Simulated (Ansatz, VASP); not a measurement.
**MgS in VASP and in Ansatz**

```
Mg S
1.0
     0.00000    2.80978    2.60165
     2.80978    0.00000    2.60165
     2.80978    2.80978    0.00000
Mg S
1 1
Direct
  0.00000 0.00000 0.00000
  0.50000 0.50000 0.50000
```

Change from the starting cell: strain +0.080 along x and y, +0.000 along z, atoms carried along.

Alike in both runs: task single point; functional PBE; k mesh 8 × 8 × 8; occupations gaussian, width 0.05 eV; no spin polarisation.

```csv
,VASP,Ansatz
version,VASP 6.6.1,Ansatz 0.2.0
potentials or method,"VASP PAW PBE potentials, release 64 (Mg, S)","scalar-relativistic, plane waves, PAW"
plane-wave cutoff (eV),520,420
valence electrons in the cell,8,16
```

VASP gave:

* gap on the k mesh at the Fermi level (eV): 2.19
* least direct gap on the mesh (eV): 2.52
* pressure (GPa): -7.3
* largest component of the traceless stress (GPa): 2.23

Task: Estimate Ansatz's values.

Result: gap on the k mesh at the Fermi level (eV): 2.21; least direct gap on the mesh (eV): 2.53; pressure (GPa): -7.1; largest component of the traceless stress (GPa): 2.27.

The functional is the same, so the differences come from potentials, cutoffs and numerics. The two sets of potentials don't hold the same shells in valence.

A k mesh can miss the band edges.
